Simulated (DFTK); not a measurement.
## PbSe (Clausthalite) under changes of volume

One of the cells (28.671 Å³/atom); the others are scaled copies at fixed shape and fractional positions:

```
CELL_PARAMETERS angstrom
0.00000 3.06065 3.06065
3.06065 0.00000 3.06065
3.06065 3.06065 0.00000
ATOMIC_POSITIONS crystal
Pb 0.00000 0.00000 0.00000
Se 0.50000 0.50000 0.50000
```

| Property | Result |
| --- | --- |
| Program | DFTK 0.8.2 |
| Functional | PBEsol |
| Potentials or basis | dojo.nc.sr.pbesol.v0_4_1.standard.upf (PBEsol) |
| Cutoff | 1170 eV |
| k mesh | 8 × 8 × 8 |
| Occupations | fermi-dirac, width 0.05 eV |
| Spin | no spin polarisation |

| volume (Å³/atom) | energy over the lowest point (meV/atom) | pressure (GPa) | gap on the mesh (eV) |
| --- | --- | --- | --- |
| 26.951 | 13.24 | 3.1 | 0.01 |
| 27.524 | ? | ? | ? |
| 28.097 | 0.21 | 0.6 | 0.14 |
| 28.671 | 0.00 | -0.5 | 0.21 |
| 29.244 | 3.47 | -1.5 | 0.27 |
| 29.818 | 10.25 | -2.3 | 0.33 |
| 30.391 | 20.01 | -3.1 | 0.39 |

Problem. What does the run at 27.524 Å³/atom give?

Solution. Energy over the lowest point 4.49 meV/atom; pressure 1.8 GPa; gap on the mesh 0.07 eV.

Worked out: A Birch-Murnaghan fit of order 3 (a polynomial in V^(-2/3)) to the other rows has its minimum at 28.41 Å³/atom with B0 = V·E''(V) = 53 GPa and B' = 4.1. It gives 4.47 meV/atom at 27.524 Å³/atom, against the run's 4.49, and -dE/dV = 1.8 GPa, against 1.8.

Energies are extrapolated to zero smearing.

Caveats: spin-orbit coupling is left out, which as a rule narrows the gap of such compounds by several tenths of an eV.

A mesh can miss the band edges.
